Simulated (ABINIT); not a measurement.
# PbSe (Clausthalite) in ABINIT: convergence with nband

Crystal: PbSe (Clausthalite).

```xyz
2
Lattice="0.0000 3.0606 3.0606 3.0606 0.0000 3.0606 3.0606 3.0606 0.0000" Properties=species:S:1:pos:R:3 pbc="T T T"
Pb   -0.0115   -0.0087   -0.0166
Se    3.0383    3.0478    3.0701
```

The cell isn't the ideal one: atoms moved at random, drawn with an rms of 0.05 Å.

```yaml
Program: ABINIT 10.8.3 (patched build)
Task: single point
Functional: LDA
Potentials_or_basis: PseudoDojo NC SR LDA v0.4.1 standard
Cutoff: 1170 eV
k_mesh: 4 × 4 × 4
Occupations: cold (ABINIT), width 0.05 eV
Spin: no spin polarisation
```

These are the settings of the first run; the series varies nband, with any setting tied to it.

Hardware: 1 thread of Arm Neoverse V2, on a shared host.

```tsv
nband	energy less the tightest run (meV/atom)	SCF cycles	CPU time (s)	peak memory (GiB)
16	0.00	13	110	0.12
17	0.00	12	110	0.12
18	0.00	12	110	0.12
19	0.00	12	120	0.12
20	0.00	11	120	0.13
23	0.00	11	140	0.13
29	0.00	11	180	0.15
```

Against the tightest run, the energy stays within 1 meV/atom from 16 on. The tightest run that finished is the yardstick and may itself not be fully converged.

Caveat, for the tightest run too: the k mesh is coarse (spacing up to 0.44 Å⁻¹), so the values aren't converged.
